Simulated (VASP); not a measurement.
# MgO (Fm-3m) in VASP: band structure with HSE06

Aim: the band structure of MgO with HSE06.

All numbers are computed with VASP 6.6.1; they aren't measurements. Logs are shortened: lines on timing, memory, paths and dates and some standing lists are left out, and cuts for length are marked.

**What was measured.**

“Electronic structure of alkaline earth and post-transition metal oxides”, 2009, arxiv:0908.1581 quotes, for a bulk crystal of MgO: band gap 7.83 eV.

The results are compared with them further down.

## Step 1: The crystal as given

Symmetry: Fm-3m, No. 225, cubic system. Conventional cell: a = 4.217 Å, b = 4.217 Å, c = 4.217 Å, α = 90.00°, β = 90.00°, γ = 90.00°. Around Mg (site symmetry m-3m) lie 6 O at 2.11 Å. O (site symmetry m-3m) is surrounded by 6 Mg at 2.11 Å.

## Step 2: Band structure, HSE06

Contents of POSCAR:

```
MgO
1.0
    0.0000000000      2.1085000000      2.1085000000
    2.1085000000      0.0000000000      2.1085000000
    2.1085000000      2.1085000000      0.0000000000
Mg O
1 1
Direct
    0.0000000000      0.0000000000      0.0000000000
    0.5000000000      0.5000000000      0.5000000000
```

Contents of INCAR.step1:

```
SYSTEM = MgO
PREC     = Accurate       ! precision mode
ENCUT    = 520            ! plane-wave cutoff, eV
EDIFF    = 1E-5           ! SCF threshold, eV
ISMEAR   = 0              ! smearing method
SIGMA    = 0.02           ! smearing width, eV
LREAL    = .False.        ! projectors in reciprocal space
LASPH    = .True.         ! aspherical terms in the spheres
NELM     = 60             ! most SCF steps
ALGO     = Normal         ! electronic algorithm
ISIF     = 2              ! what is computed and relaxed
LWAVE    = .True.         ! write WAVECAR
LCHARG   = .False.        ! write CHGCAR
NBANDS   = 11             ! bands
KPAR     = 4            
GGA      = PE             ! functional
```

Contents of INCAR.step2:

```
SYSTEM = MgO
PREC     = Accurate       ! precision mode
ENCUT    = 520            ! plane-wave cutoff, eV
EDIFF    = 1E-7           ! SCF threshold, eV
ISMEAR   = 0              ! smearing method
SIGMA    = 0.02           ! smearing width, eV
LREAL    = .False.        ! projectors in reciprocal space
LASPH    = .True.         ! aspherical terms in the spheres
NELM     = 60             ! most SCF steps
ALGO     = Normal         ! electronic algorithm
ISIF     = 2              ! what is computed and relaxed
LWAVE    = .False.        ! write WAVECAR
LCHARG   = .False.        ! write CHGCAR
GGA      = PE             ! functional
LHFCALC  = .True.         ! exact exchange
HFSCREEN = 0.2            ! screening, 1/A
PRECFOCK = Fast         
NBANDS   = 11             ! bands
KPAR     = 4            
ISTART   = 1
```

Contents of KPOINTS:

```
regular mesh
0
Gamma
  8 8 8
  0 0 0
```

Contents of KPOINTS_OPT:

```
path GXWKGLUWLK,UX
8
line-mode
reciprocal
 0.0000000000  0.0000000000  0.0000000000  G
 0.5000000000  0.0000000000  0.5000000000  X

 0.5000000000  0.0000000000  0.5000000000  X
 0.5000000000  0.2500000000  0.7500000000  W

 0.5000000000  0.2500000000  0.7500000000  W
 0.3750000000  0.3750000000  0.7500000000  K

 0.3750000000  0.3750000000  0.7500000000  K
 0.0000000000  0.0000000000  0.0000000000  G

 0.0000000000  0.0000000000  0.0000000000  G
 0.5000000000  0.5000000000  0.5000000000  L

 0.5000000000  0.5000000000  0.5000000000  L
 0.6250000000  0.2500000000  0.6250000000  U

 0.6250000000  0.2500000000  0.6250000000  U
 0.5000000000  0.2500000000  0.7500000000  W

 0.5000000000  0.2500000000  0.7500000000  W
 0.5000000000  0.5000000000  0.5000000000  L

 0.5000000000  0.5000000000  0.5000000000  L
 0.3750000000  0.3750000000  0.7500000000  K

 0.6250000000  0.2500000000  0.6250000000  U
 0.5000000000  0.0000000000  0.5000000000  X
```

Potentials or basis: VASP PAW PBE potentials, release 64 (Mg, O).

The run is started by

```sh
> cat potpaw_PBE.64/Mg/POTCAR potpaw_PBE.64/O/POTCAR > POTCAR
> cp INCAR.step1 INCAR
> mpirun -np 4 vasp_std > vasp.out
> cp INCAR.step2 INCAR
> mpirun -np 4 vasp_std > vasp.out
```

OUTCAR:

```text
SYSTEM = MgO
   PREC = Accurate
   ENCUT = 520
   EDIFF = 1E-7
   ISMEAR = 0
   LREAL = .False.
   LASPH = .True.
   NELM = 60
   ISIF = 2
   GGA = PE
   LHFCALC = .True.
   HFSCREEN = 0.2
   PRECFOCK = Fast
   ISTART = 1

 ion  position               nearest neighbor table
   1  0.000  0.000  0.000-   2 2.11   2 2.11   2 2.11   2 2.11   2 2.11   2 2.11
   2  0.500  0.500  0.500-   1 2.11   1 2.11   1 2.11   1 2.11   1 2.11   1 2.11

  LATTYP: Found a face centered cubic cell.
 ALAT       =     4.2170000000

  Lattice vectors:

 A1 = (   0.0000000000,   2.1085000000,   2.1085000000)
 A2 = (   2.1085000000,   0.0000000000,   2.1085000000)
 A3 = (   2.1085000000,   2.1085000000,   0.0000000000)

Analysis of symmetry for initial positions (statically):
=====================================================================
 Subroutine PRICEL returns:
 Original cell was already a primitive cell.

 Routine SETGRP: Setting up the symmetry group for a
 face centered cubic supercell.

 Subroutine GETGRP returns: Found 48 space group operations
 (whereof 48 operations were pure point group operations)
 out of a pool of 48 trial point group operations.

The static configuration has the point symmetry O_h .

Analysis of symmetry for dynamics (positions and initial velocities):
=====================================================================
 Subroutine PRICEL returns:
 Original cell was already a primitive cell.

 Routine SETGRP: Setting up the symmetry group for a
 face centered cubic supercell.

 Subroutine GETGRP returns: Found 48 space group operations
 (whereof 48 operations were pure point group operations)
 out of a pool of 48 trial point group operations.

The dynamic configuration has the point symmetry O_h .

 Subroutine INISYM returns: Found 48 space group operations
 (whereof 48 operations are pure point group operations),
 and found     1 'primitive' translations

----------------------------------------------------------------------------------------

                                     Primitive cell

  volume of cell :      18.7478

  direct lattice vectors                    reciprocal lattice vectors
     0.000000000  2.108500000  2.108500000    -0.237135404  0.237135404  0.237135404
     2.108500000  0.000000000  2.108500000     0.237135404 -0.237135404  0.237135404
     2.108500000  2.108500000  0.000000000     0.237135404  0.237135404 -0.237135404

  length of vectors
     2.981869296  2.981869296  2.981869296     0.410730569  0.410730569  0.410730569

  position of ions in fractional coordinates (direct lattice)
     0.000000000  0.000000000  0.000000000
     0.500000000  0.500000000  0.500000000

  ion indices of the primitive-cell ions
   primitive index   ion index
                 1           1
                 2           2

----------------------------------------------------------------------------------------

 KPOINTS: regular mesh

Automatic generation of k-mesh.
 Grid dimensions read from file:
 generate k-points for:    8    8    8

 Generating k-lattice:

  Cartesian coordinates                     Fractional coordinates (reciprocal lattice)
    -0.029641926  0.029641926  0.029641926     0.125000000  0.000000000  0.000000000
     0.029641926 -0.029641926  0.029641926     0.000000000  0.125000000  0.000000000
     0.029641926  0.029641926 -0.029641926     0.000000000  0.000000000  0.125000000

  Length of vectors
     0.051341321  0.051341321  0.051341321

  Shift w.r.t. Gamma in fractional coordinates (k-lattice)
     0.000000000  0.000000000  0.000000000

 Subroutine IBZKPT returns following result:
 ===========================================

 Found     29 irreducible k-points:

 Following reciprocal coordinates:
            Coordinates               Weight
  0.000000  0.000000  0.000000      1.000000
  0.125000  0.000000  0.000000      8.000000
  0.250000  0.000000  0.000000      8.000000
  0.375000  0.000000  0.000000      8.000000
  0.500000  0.000000  0.000000      4.000000
  0.125000  0.125000  0.000000      6.000000
[... 16 lines left out ...]
  0.500000  0.250000  0.125000     48.000000
 -0.375000  0.250000  0.125000     24.000000
 [... further k-points ...]
   k-points           NKPTS =     29   k-points in BZ     NKDIM =    512   number of bands    NBANDS=     11
   number of dos      NEDOS =    301   number of ions     NIONS =      2
   total plane-waves  NPLWV =  13824
   dimension x,y,z NGX =    24 NGY =   24 NGZ =   24
   dimension x,y,z NGXF=    48 NGYF=   48 NGZF=   48
   ions per type =               1   1
   NGX,Y,Z   is equivalent  to a cutoff of  13.38, 13.38, 13.38 a.u.
   NGXF,Y,Z  is equivalent  to a cutoff of  26.76, 26.76, 26.76 a.u.
 SYSTEM =  MgO
   PREC   = accura    normal or accurate (medium, high low for compatibility)
   ISTART =      1    job   : 0-new  1-cont  2-samecut
   ICHARG =      0    charge: 1-file 2-atom 10-const
   ISPIN  =      1    spin polarized calculation?
   LNONCOLLINEAR =      F non collinear calculations
   LSORBIT =      F    spin-orbit coupling
   LASPH  =      T    aspherical Exc in radial PAW
   ENCUT  =  520.0 eV  38.22 Ry    6.18 a.u.   5.54  5.54  5.54*2*pi/ulx,y,z
   NELM   =     60;   NELMIN=  2; NELMDL=  0     # of ELM steps
   EDIFF  = 0.1E-06   stopping-criterion for ELM
   LREAL  =      F    real-space projection
   EDIFFG = 0.1E-05   stopping-criterion for IOM
   NSW    =      0    number of steps for IOM
   IBRION =     -1    ionic relax: 0-MD 1-quasi-New 2-CG
   NFREE  =      0    steps in history (QN), initial steepest desc. (CG)
   ISIF   =      2    stress and relaxation
   ISYM   =      3    0-nonsym 1-usesym 2-fastsym
   POTIM  = 0.5000    time-step for ionic-motion
   TEBEG  =    0.0;   TEEND  =   0.0 temperature during run
   PSTRESS=    0.0 pullay stress
   NELECT =       8.0000    total number of electrons
   NUPDOWN=      -1.0000    fix difference up-down
   EMIN   =  10.00;   EMAX   =-10.00  energy-range for DOS
   EFERMI =   0.00;   METHOD = LEGACY
   ISMEAR =     0;   SIGMA  =   0.02  broadening in eV -4-tet -1-fermi 0-gaus
   EFERMI_NEDOS =   21; number of points for ismear=-14 and -15
   IALGO  =     38    algorithm
   IMIX   =      1    mixing-type and parameters
     AMIX     =   0.40;   BMIX     =  1.00
     AMIX_MAG =   1.60;   BMIX_MAG =  1.00
  volume/ion in A,a.u.               =       9.37        63.26
  Fermi-wavevector in a.u.,A,eV,Ry     =   1.232503  2.329092 20.668107  1.519063
  Thomas-Fermi vector in A             =   2.367270
   LORBIT       =      0    0 simple, 1 ext, 2 COOP (PROOUT), +10 PAW based schemes
   GGA     = PE    functional components
   LHFCALC =     T    Hartree Fock is set to
   PRECFOCK=fast      Normal, Fast or Accurate (Low or Medium for compatibility)
   ENCUT4O =  -1.0   cutoff for four orbital integrals eV
   NKREDX  =     1    reduce k-point grid by
   NKREDY  =     1    reduce k-point grid by
   NKREDZ  =     1    reduce k-point grid by
   AEXX    =    0.2500 exact exchange contribution
   HFSCREEN=    0.2000 screening length (either q_TF or 0.3 A-1)
   HFSCREENC=   0.2000 screening length for correlation (either q_TF or 0.3 A-1)
   ENCUTFOCK=  -1.0 apply spherical cutoff to Coloumb kernel
   IVDW    =     0    specifies the selected vdW correction
   LEPSILON=     F    determine dielectric tensor
   LRPA    =     F    only Hartree local field effects (RPA)
 non-spin polarized calculation
 Gauss-broadening in eV      SIGMA  =   0.02
  energy-cutoff  :      520.00
  volume of cell :       18.75
 maximum number of plane-waves:       531
 NGX is ok and might be reduce to    24
  NGX = 14; NGY = 14; NGZ = 14

 number of electron       8.0000005 magnetization

 Free energy of the ion-electron system (eV)
  ---------------------------------------------------
  ext. energy  EPLUGINS =         0.00000000
  ---------------------------------------------------
  free energy    TOTEN  =       -14.23022166 eV

  energy without entropy =      -14.23022166  energy(sigma->0) =      -14.23022166

 E-fermi :   2.0917     XC(G=0):  -9.0703

 val. band max:        1.9028407208   @ k =   0.0000   0.0000   0.0000
 cond. band min:       8.3254145081   @ k =   0.0000   0.0000   0.0000
 fundamental gap:      6.4225737873
 Fermi energy:         2.0916719493

 k-point     1 :       0.0000    0.0000    0.0000
  band No.  band energies     occupation
      1     -16.9054      2.00000
      2       1.9028      2.00000
      3       1.9028      2.00000
      4       1.9028      2.00000
      5       8.3254      0.00000
      6      19.6562      0.00000
      7      19.6562      0.00000
      8      19.6562      0.00000
      9      23.5731      0.00000
     10      25.5054      0.00000
     11      25.5054      0.00000

 k-point     2 :       0.1250    0.0000    0.0000
  band No.  band energies     occupation
      1     -16.7347      2.00000
      2       0.9274      2.00000
      3       1.7911      2.00000
      4       1.7911      2.00000
      5       9.2578      0.00000
      6      17.9530      0.00000
      7      20.0349      0.00000
      8      20.0349      0.00000
      9      24.5311      0.00000
     10      24.5311      0.00000
     11      25.8371      0.00000

 k-point     3 :       0.2500    0.0000    0.0000
  band No.  band energies     occupation
      1     -16.2920      2.00000
      2      -0.8961      2.00000
      3       1.5334      2.00000
      4       1.5334      2.00000
      5      10.7836      0.00000
      6      16.4537      0.00000
      7      20.5591      0.00000
      8      20.5591      0.00000
      9      24.1509      0.00000
     10      24.1509      0.00000
     11      26.0622      0.00000
[... 267 lines left out ...]
 k-point    23 :       0.5000    0.2500    0.1250
  band No.  band energies     occupation
      1     -15.5833      2.00000
      2      -2.0376      2.00000
      3       0.0597      2.00000
      4       0.9656      2.00000
      5      13.3050      0.00000
      6      15.5620      0.00000
      7      17.8168      0.00000
      8      21.1772      0.00000
      9      23.7400      0.00000
     10      26.5332      0.00000
     11      30.1210      0.00000

 k-point    24 :      -0.3750    0.2500    0.1250
  band No.  band energies     occupation
      1     -15.4095      2.00000
      2      -2.3575      2.00000
      3      -0.1588      2.00000
      4       0.8364      2.00000
      5      13.4493      0.00000
      6      16.2409      0.00000
      7      17.3697      0.00000
      8      20.9138      0.00000
      9      24.5606      0.00000
     10      26.2283      0.00000
     11      30.2528      0.00000

 [... further k-points ...]

------------------------ aborting loop because EDIFF is reached ----------------------------------------

  FORCE on cell =-STRESS in cart. coord.  units (eV):
  Direction    XX          YY          ZZ          XY          YZ          ZX
  --------------------------------------------------------------------------------------
  -------------------------------------------------------------------------------------
  Total       -0.2503157     -0.2503157     -0.2503157      0.0000000      0.0000000     -0.0000000
  in kB      -21.3918276    -21.3918276    -21.3918276      0.0000000      0.0000000     -0.0000000
  external PRESSURE =     -21.3918276 kB  Pullay stress =       0.0000000 kB

 VOLUME and BASIS-vectors are now :
 -----------------------------------------------------------------------------
  energy-cutoff  :      520.00
  volume of cell :       18.75
      direct lattice vectors                 reciprocal lattice vectors
     0.000000000  2.108500000  2.108500000    -0.237135404  0.237135404  0.237135404
     2.108500000  0.000000000  2.108500000     0.237135404 -0.237135404  0.237135404
     2.108500000  2.108500000  0.000000000     0.237135404  0.237135404 -0.237135404

 POSITION                                       TOTAL-FORCE (eV/Angst)
 -----------------------------------------------------------------------------------
      0.00000      0.00000      0.00000         0.000000     -0.000000      0.000000
      2.10850      2.10850      2.10850        -0.000000      0.000000     -0.000000
 -----------------------------------------------------------------------------------
    total drift:                                0.000100      0.000131      0.000133

  FREE ENERGIE OF THE ION-ELECTRON SYSTEM (eV)
  ---------------------------------------------------
  free  energy   TOTEN  =       -14.2302216566 eV

  energy  without entropy=      -14.2302216566  energy(sigma->0) =      -14.23022166
```

Run time: 13 min. Hardware: 4 MPI ranks of Intel Xeon Platinum 8259CL at 2.50GHz (Skylake/Cascade Lake), shared host; peak memory 0.28 GiB.

What came out:

| Quantity | Value |
| --- | --- |
| Free energy | -14.2302 eV |
| Pressure | -2.1 GPa |
| Band gap on the k mesh | 6.42 eV, direct |
| Band gap along the path | 6.42 eV, direct |

Levels at the corners of the path, in eV from the valence-band top:
```csv
point,band 1,band 2,band 3,band 4,band 5,band 6,band 7,band 8
Γ,-18.81,0.00,0.00,0.00,6.42,17.75,17.75,17.75
X,-17.20,-4.37,-1.47,-1.47,10.87,11.83,15.34,21.34
X,-17.20,-4.37,-1.47,-1.47,10.87,11.83,15.34,21.34
W,-17.14,-3.16,-3.16,-1.89,13.66,13.66,14.17,17.59
W,-17.14,-3.16,-3.16,-1.89,13.66,13.66,14.17,17.59
K,-17.18,-3.73,-2.89,-1.24,11.93,13.77,14.67,20.35
K,-17.18,-3.73,-2.89,-1.24,11.93,13.77,14.67,20.35
Γ,-18.81,0.00,0.00,0.00,6.42,17.75,17.75,17.75
Γ,-18.81,0.00,0.00,0.00,6.42,17.75,17.75,17.75
L,-17.47,-4.92,-0.71,-0.71,9.67,14.84,18.30,18.30
L,-17.47,-4.92,-0.71,-0.71,9.67,14.84,18.30,18.30
U,-17.18,-3.73,-2.89,-1.24,11.93,13.77,14.67,20.35
U,-17.18,-3.73,-2.89,-1.24,11.93,13.77,14.67,20.35
W,-17.14,-3.16,-3.16,-1.89,13.66,13.66,14.17,17.59
W,-17.14,-3.16,-3.16,-1.89,13.66,13.66,14.17,17.59
L,-17.47,-4.92,-0.71,-0.71,9.67,14.84,18.30,18.30
L,-17.47,-4.92,-0.71,-0.71,9.67,14.84,18.30,18.30
K,-17.18,-3.73,-2.89,-1.24,11.93,13.77,14.67,20.35
U,-17.18,-3.73,-2.89,-1.24,11.93,13.77,14.67,20.35
X,-17.20,-4.37,-1.47,-1.47,10.87,11.83,15.34,21.34
```

Caveat: the PAW data sets were made with another functional, which shifts forces and pressure a little.

## Step 3: How close it comes

Step 2. Measured gap of MgO: 7.83 eV (quoted in “Electronic structure of alkaline earth and post-transition metal oxides”, 2009, arxiv:0908.1581). This calculation gives 6.42 eV (-1.41 eV). The value is that of HSE06, without temperature or zero-point motion.
